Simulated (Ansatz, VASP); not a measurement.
**Two plane-wave programs on Y**

File INCAR:

```
SYSTEM = Y
ALGO     = Normal         ! electronic algorithm
EDIFF    = 1E-6           ! SCF threshold, eV
ENCUT    = 520            ! plane-wave cutoff, eV
GGA      = PE             ! functional
ISIF     = 2              ! what is computed and relaxed
ISMEAR   = 0              ! smearing method
ISPIN    = 2              ! spin polarisation
LASPH    = .True.         ! aspherical terms in the spheres
LCHARG   = .False.        ! write CHGCAR
LMAXMIX  = 4              ! l up to which the mixer works
LORBIT   = 11             ! projections on sites
LREAL    = .False.        ! projectors in reciprocal space
LWAVE    = .False.        ! write WAVECAR
MAGMOM   = -1 0 0         ! initial moments
NBANDS   = 28             ! bands
NELM     = 150            ! most SCF steps
PREC     = Accurate       ! precision mode
SIGMA    = 0.1            ! smearing width, eV
```

KPOINTS

```
k-points
0
Gamma
  6 6 6
  0 0 0
```

File POSCAR:

```
Y
1.0
    1.8253862983      1.0538872707      8.7249510165
   -1.8253862983      1.0538872707      8.7249510165
    0.0000000000     -2.1077745414      8.7249510165
Y
3
Direct
    0.0000000000      0.0000000000      0.0000000000
    0.2211244500      0.2211244500      0.2211244500
    0.7788755500      0.7788755500      0.7788755500
```

Input for Ansatz:

```yaml
crystal:
  lattice:
    - [1.8253862983, 1.0538872707, 8.7249510165]
    - [-1.8253862983, 1.0538872707, 8.7249510165]
    - [0.0, -2.1077745414, 8.7249510165]
  atoms:
    - { symbol: "Y", position: [0.0, 0.0, 0.0], spin: -1.0 }
    - { symbol: "Y", position: [0.22112445, 0.22112445, 0.22112445] }
    - { symbol: "Y", position: [0.77887555, 0.77887555, 0.77887555] }
basis:
  ecutwfc: 420
kpoints:
  mp_grid: { grid: [6, 6, 6] }
hamiltonian:
  xc: pbe
scf:
  occupations: { method: gaussian, width: 0.1 }
  lower_state_search: "off"
output:
  forces: true
  stress: true
  eigenvalues: true
  populations: true
magnetization:
  spin_polarized: true
```

This isn't the form of Y at room conditions, which is hcp.

Alike in both runs: task single point; functional PBE; k mesh 6 × 6 × 6; occupations gaussian, width 0.1 eV; collinear spin.

```csv
,VASP,Ansatz
version,VASP 6.6.1,Ansatz 0.2.0
potentials or method,"VASP PAW PBE potentials, release 64 (Y_sv)","scalar-relativistic, plane waves, PAW"
plane-wave cutoff (eV),520,420
valence electrons in the cell,33,33
```

Ansatz gave:

| Item | Value |
| --- | --- |
| gap on the k mesh at the Fermi level (eV) | none |
| pressure (GPa) | -1.2 |
| largest component of the traceless stress (GPa) | 0.36 |
| rms of the force components (eV/Å) | 0.056 |
| net moment per atom (μB) | 0.00 |

Q: Which values does VASP return?

A: gap on the k mesh at the Fermi level (eV): none; pressure (GPa): -1.3; largest component of the traceless stress (GPa): 0.35; rms of the force components (eV/Å): 0.056; net moment per atom (μB): 0.00.

Atom by atom the forces differ by 0.000 eV/Å (rms over components). A gap of «none» marks a metal or a gap that the smearing closes. Ansatz warned: «seeded_moment_not_kept».
